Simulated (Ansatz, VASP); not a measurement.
**One calculation of TiO2, two programs**

INCAR

```
PREC = Accurate
ENCUT = 520
EDIFF = 1E-7
ISMEAR = 0
SIGMA = 0.014
LREAL = F
LASPH = T
NELM = 60
ALGO = Fast
ISIF = 2
LWAVE = F
LCHARG = T
GGA = PE
LELF = T
LVHAR = T
NBANDS = 60
```

KPOINTS

```
regular mesh
0
Gamma
  8 8 4
```

POSCAR

```
TiO2
1.0
    6.1535771931     -1.8834685000      0.0000000000
    6.1535771931      1.8834685000      0.0000000000
   -1.9283261078      0.0000000000      6.3289668713
Ti O
4 8
Direct
    0.9000710000      0.9000710000      0.2896020000
    0.1952860000      0.1952860000      0.2837620000
    0.0999290000      0.0999290000      0.7103980000
    0.8047140000      0.8047140000      0.7162380000
    0.3619310000      0.3619310000      0.2933970000
    0.2634885000      0.2634885000      0.6525000000
    0.8671885000      0.8671885000      0.9952910000
    0.7365115000      0.7365115000      0.3475000000
    0.9416475000      0.9416475000      0.6300210000
    0.1328115000      0.1328115000      0.0047090000
    0.6380690000      0.6380690000      0.7066030000
    0.0583525000      0.0583525000      0.3699790000
```

The input input.yaml:

```yaml
crystal:
  lattice:
    - [6.1535771931, -1.8834685, 0.0]
    - [6.1535771931, 1.8834685, 0.0]
    - [-1.9283261078, 0.0, 6.3289668713]
  atoms:
    - { symbol: Ti, position: [0.900071, 0.900071, 0.289602] }
    - { symbol: Ti, position: [0.195286, 0.195286, 0.283762] }
    - { symbol: Ti, position: [0.099929, 0.099929, 0.710398] }
    - { symbol: Ti, position: [0.804714, 0.804714, 0.716238] }
    - { symbol: O, position: [0.361931, 0.361931, 0.293397] }
    - { symbol: O, position: [0.2634885, 0.2634885, 0.6525] }
    - { symbol: O, position: [0.8671885, 0.8671885, 0.995291] }
    - { symbol: O, position: [0.7365115, 0.7365115, 0.3475] }
    - { symbol: O, position: [0.9416475, 0.9416475, 0.630021] }
    - { symbol: O, position: [0.1328115, 0.1328115, 0.004709] }
    - { symbol: O, position: [0.638069, 0.638069, 0.706603] }
    - { symbol: O, position: [0.0583525, 0.0583525, 0.369979] }
hamiltonian:
  xc: pbe
  pseudopotentials: { kind: paw }
kpoints:
  mp_grid: { grid: [8, 8, 4] }
scf:
  occupations: { method: gaussian, width: 0.014 }
output:
  forces: true
  stress: true
  eigenvalues: true
```

The cell comes from a database or a generator and needn't be the stable form of this composition.

Alike in both runs: task single point; functional PBE; k mesh 8 × 8 × 4; occupations gaussian, width 0.014 eV; no spin polarisation.

```csv
,VASP,Ansatz
version,VASP 6.6.1,Ansatz 0.2.0
potentials or method,"VASP PAW PBE potentials, release 64 (Ti_sv, O)",Ansatz PAW
plane-wave cutoff (eV),520,420
valence electrons in the cell,96,96
```

Ansatz gave:

* gap on the k mesh at the Fermi level (eV): 2.75
* least direct gap on the mesh (eV): 2.92
* pressure (GPa): -1.2
* largest component of the traceless stress (GPa): 0.10
* rms of the force components (eV/Å): 0.053

Problem. What did VASP give for the same quantities?

Solution. gap on the k mesh at the Fermi level (eV): 2.73; least direct gap on the mesh (eV): 2.90; pressure (GPa): -0.6; largest component of the traceless stress (GPa): 0.03; rms of the force components (eV/Å): 0.032.

Atom by atom the forces differ by 0.024 eV/Å (rms over components).

Caveats: the pressure holds a Pulay correction of +0.6 GPa for the finite cutoff (Ansatz). A k mesh can miss the band edges.
